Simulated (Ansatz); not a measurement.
Runs of Ansatz 0.2.0 on HfO2. Symmetry: Fm-3m, No. 225, cubic system. The conventional cell has a = 5.115 Å, b = 5.115 Å, c = 5.115 Å, α = 90.00°, β = 90.00°, γ = 90.00°. Hf (site symmetry m-3m) is surrounded by 8 O at 2.21 Å. O (site symmetry -43m) is surrounded by 4 Hf at 2.21 Å. Measurements of this composition are mostly on another form, of space group No. 14.

```csv
task,level,cell,smearing,gap on the mesh (eV),pressure (GPa),relaxed volume (Å³/atom)
single point,PBE,as given,gaussian 0.019 eV,3.83,-2.5,-
single point,PBE,as given,gaussian 0.028 eV,3.83,-2.5,-
single point,PBE,as given,gaussian 0.024 eV,3.83,-2.5,-
relaxation of cell and atoms,PBE+D4,relaxed,fermi-dirac 0.05 eV,3.89,0.0,10.89
single point,PBE,as given,gaussian 0.023 eV,3.83,-2.5,-
single point,PBE,as given,gaussian 0.027 eV,3.83,-2.5,-
relaxation of cell and atoms,PBEsol+D3(BJ),relaxed,fermi-dirac 0.05 eV,(a),0.0,10.55
single point,PBE,as given,gaussian 0.026 eV,3.83,-2.5,-
single point,PBE,as given,gaussian 0.016 eV,3.83,-2.5,-
relaxation of cell and atoms,PBE+D3(BJ),relaxed,fermi-dirac 0.05 eV,3.89,0.0,10.88
single point,PBE,as given,gaussian 0.02 eV,3.83,-2.5,-
single point,PBE,as given,gaussian 0.021 eV,3.83,-2.5,-
```

Alike in all rows: potentials or basis Ansatz PAW; no spin polarisation; k mesh 9 × 9 × 9; cutoff (eV) 420.

Problem. Fill in the values left out.

Solution. (a) 3.84.

Caveats: odd divisions of the mesh miss points on the zone boundary, where band edges often lie, so the gap on the mesh can be too wide; spin-orbit coupling is left out, which moves the levels of the heavy elements; the plane-wave basis is chosen anew once the cell has moved, so the energies of steps on either side of that aren't comparable (some runs); the PAW data sets come from PBE, with cores solved anew for the run's functional, which leaves a small shift of forces and pressure (some runs).

A k mesh can miss the band edges, and the runs leave out spin-orbit coupling on Hf.
